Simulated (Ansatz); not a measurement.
**SnO₂ under pressure: fit and missing row**

SnO₂, P4_2/mnm, a = 4.760 Å, c = 3.201 Å. Ansatz: r2SCAN, PAW, 500 eV, Γ-centred 6×6×6 mesh on 12 atoms, Gaussian smearing 0.02 eV; no spin polarisation. Cell and atoms are relaxed at each pressure, and no other structure is tried, so the rows at high pressure may lie past a change of phase.

```
V (Å³/atom) P (GPa)
          ?    30.01
     11.349    15.02
     11.663     7.95
     11.916     3.00
     12.084     0.05
     12.272    -2.98
```

Task: Take V0 = 12.084 Å³/atom, count pressures from its P0 = 0.05 GPa, fit the third-order Birch–Murnaghan form to the other rows, and predict the missing volume.

Result: With the Eulerian strain f = ½[(V0/V)^(2/3) − 1] and y = (P − P0)/[3f(1 + 2f)^(5/2)], the form is the line y = B0 + 1.5 B0 (B0′ − 4) f. Rows (f, y): 0.02136, 210.4; 0.01196, 207.5; 0.00469, 204.8; -0.00512, 202.4. Means f = 0.008223, y = 206.28; Σ(Δf)² = 0.0003771, ΣΔfΔy = 0.1157; the slope is their ratio. y = 203.8 + 306.8 f GPa, so B0 = 203.8 GPa and B0′ = 4 + 2 × (306.8)/(3 × 203.8) = 5.00. P = 30.01 GPa is met at f = 0.03848 (y = 215.61), so V = V0 (1 + 2f)^(−3/2) = 10.812 Å³/atom. The run gave 10.807 Å³/atom, so the fit is 0.005 Å³/atom too high, a small miss on the scale of the series. The form still works here, 83 % of the fitted range beyond its end.

The compression curve is that of a stiff oxide that stiffens further as it shrinks: y rises with f through every fitted row, and B0′ comes out above the value of 4 at which the line would be flat. The resistance comes from strong, polar Sn–O bonds in a framework of linked octahedra. Shortening them brings on the steep overlap repulsion between closed shells, which grows faster than the attraction it opposes.

The missing row lies slightly below the prediction, so the crystal is marginally more compressible there than the fit implies. This is weak evidence of real softening, because y at small strain divides a small pressure difference by a small f, and minor errors in either tilt the extrapolated line. The agreement supports a smooth equation of state, but not the persistence of the rutile structure. Rutile-type oxides can distort to the orthorhombic CaCl₂ type by a cooperative tilting of octahedra with little or no volume jump, a change that a volume fit could easily miss.
